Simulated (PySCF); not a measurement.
A run of PySCF 2.14.0:

run.py

```python
import json
import numpy as np
from pyscf.pbc import gto, scf, dft, df

cell = gto.Cell()
cell.basis = {'Mg': 'DZVP-MOLOPT-HYB-GTH-q10', 'Se': 'DZVP-MOLOPT-HYB-GTH-q6'}
cell.pseudo = {'Mg': 'GTH-HYB-q10', 'Se': 'GTH-HYB-q6'}
cell.fromfile('MgSe.cif')
cell.ke_cutoff = 400  # hartree
cell.exp_to_discard = 0.02
cell.precision = 1e-08
cell.max_memory = 5040  # MB
cell.verbose = 4
cell.build()

res = {}
kpts = cell.make_kpts([2, 2, 2])
mf = dft.KRKS(cell, kpts, xc='pbe')
mf = mf.rs_density_fit()
mf.with_df._cderi_to_save = 'cderi.h5'
mf.with_df.build(j_only=False)
mf.conv_tol = 1e-07
mf.max_cycle = 60

mf.kernel()
res.update(converged=bool(mf.converged), e_tot=mf.e_tot, nelec=cell.nelectron, nao=cell.nao, mesh=list(map(int, cell.mesh)), a=cell.lattice_vectors().tolist(), coords=cell.atom_coords().tolist(),
           mo_energy=[np.real(x).tolist() for x in mf.mo_energy], mo_occ=[np.real(x).tolist() for x in mf.mo_occ])
res.update(kpts=cell.get_scaled_kpts(kpts).tolist())
res['parts'] = {k: float(np.real(v)) for k, v in mf.scf_summary.items() if np.isscalar(v)}
json.dump(res, open('results.json', 'w'))
if not mf.converged:
    raise SystemExit('SCF not converged')

print('levels (eV)')
for i, kp in enumerate(res['kpts'][:40]):
    print('k %7.4f %7.4f %7.4f  ' % tuple(kp), ' '.join('%.3f' % (x * 27.211386) for x in res['mo_energy'][i][:13]))

# Mulliken populations
dm, s = np.asarray(mf.make_rdm1()), np.asarray(mf.get_ovlp())
sites = cell.aoslice_by_atom()[:, 2:]
tot = np.einsum('kij,kji->i', dm, s).real / len(kpts)
res['mulliken'] = [cell.atom_charge(i) - tot[a0:a1].sum() for i, (a0, a1) in enumerate(sites)]
print('Mulliken charges', np.round(res['mulliken'], 5))
res['meta_lowdin'] = mf.mulliken_meta()[1].tolist()

# density on a uniform mesh
grids = dft.gen_grid.UniformGrids(cell)
grids.mesh = [21, 21, 21]
grids.build()
ni = dft.numint.KNumInt()
rho = [ni.get_rho(cell, x, grids, kpts) for x in [dm]]
np.save('rho.npy', np.reshape(rho, (-1, *grids.mesh)))
res['done'] = True
json.dump(res, open('results.json', 'w'))
```

Contents of MgSe.cif:

```cif
data_MgSe
_cell_length_a 3.85443906
_cell_length_b 3.85443906
_cell_length_c 3.85443906
_cell_angle_alpha 60.00000000
_cell_angle_beta 60.00000000
_cell_angle_gamma 60.00000000
_space_group_name_H-M_alt 'P1'
_space_group_name_Hall 'P 1'
_space_group_IT_number 1
loop_
_space_group_symop_operation_xyz
'x,y,z'
loop_
_atom_site_label
_atom_site_type_symbol
_atom_site_symmetry_multiplicity
_atom_site_Wyckoff_symbol
_atom_site_fract_x
_atom_site_fract_y
_atom_site_fract_z
_atom_site_occupancy
Se1 Se 1 a 0.5000000000 0.5000000000 0.5000000000 1
Mg1 Mg 1 a 0.0000000000 0.0000000000 0.0000000000 1
```

Potentials or basis: DZVP-MOLOPT-HYB/GTH-HYB (UZH) (potentials made for PBE0).

Command:

```console
$ OMP_NUM_THREADS=4 python -u run.py > log
```

Hardware: 4 threads of Arm Neoverse V1, with other jobs on the host.

Task: Estimate the wall time of this run.

Result: Run time: 67 s on 4 threads of Arm Neoverse V1, on a shared host, peak memory 0.62 GiB. Counts: scf iterations 7, basis 22, k points 8.
